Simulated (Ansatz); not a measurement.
A generator proposed this cell of HfSi2O6.

```cif
data_structure
_symmetry_space_group_name_H-M 'P-3m1'
_symmetry_Int_Tables_number 164
_cell_length_a 3.6647
_cell_length_b 3.6647
_cell_length_c 8.9768
_cell_angle_alpha 90.000
_cell_angle_beta 90.000
_cell_angle_gamma 120.000
_cell_volume 104.41
loop_
_atom_site_label
_atom_site_type_symbol
_atom_site_symmetry_multiplicity
_atom_site_Wyckoff_symbol
_atom_site_fract_x
_atom_site_fract_y
_atom_site_fract_z
_atom_site_occupancy
Hf1 Hf 1 a 0.00000 0.00000 0.00000 1
Si1 Si 2 d 0.33333 0.66667 0.66667 1
O1 O 2 d 0.33333 0.66667 0.91667 1
O2 O 2 d 0.66667 0.33333 0.58333 1
O3 O 2 c 0.00000 0.00000 0.25000 1
```

Computed with Ansatz 0.2.0, DFT PBE, scalar-relativistic, plane waves, PAW. Plane waves to 420 eV, a k mesh through Γ of 6×6×2 on the computed 9-atom cell and Gaussian smearing (0.10 eV); no spin polarisation.

The zero of energy is the elements' standard structures at the same level (O₂ as a molecule); no fitted shifts are applied.

Problem. Estimate its pressure, forces and energy as it stands.

Solution. The pressure is -31.3 GPa (the mean over three directions, positive in compression), the largest force is 1.08 eV/Å, and the energy is −1.66 eV/atom against the elements. The shortest distance is 2.24 Å.

Problem. Is it a good guess?

Solution. A rough one: relaxing gains about 0.43 eV/atom in 18 ionic steps and ends at −2.097 eV/atom on the finer mesh. The symmetry stays P-3m1 (No. 164). The volume per atom shrinks by 21.2 %, from 11.6 to 9.1 Å³. The shortest distance goes from 2.24 Å (Hf–O and Si–O) to 1.72 Å (Si–O). The ratio c/a of the conventional cell changes by a factor of 0.86. Conventional cell: a = 3.565 Å, c = 7.471 Å. Around Hf lie 8 O at 2.12–2.21 Å; Si has 1 O at 1.72 Å, 1 O at 1.82 Å and 6 O at 2.12 Å; O on its first site has 1 Si at 1.82 Å, 3 Hf at 2.21 Å and 3 O at 2.45 Å; 2 more sites not described.

The last run used a 12×12×4 mesh (in the run's order of axes) for its 9-atom cell and Gaussian smearing of 0.02 eV. These runs have no spin–orbit coupling, which can matter for Hf. The relaxation can't lower the symmetry of the start, and the grade says only how near the guess is to its own end. A structure relaxed within its symmetry needn't be a true minimum. Another cell of HfSi2O6 relaxed alike, in C2, lies 0.84 eV/atom lower, so this cell isn't the stable form at this level.
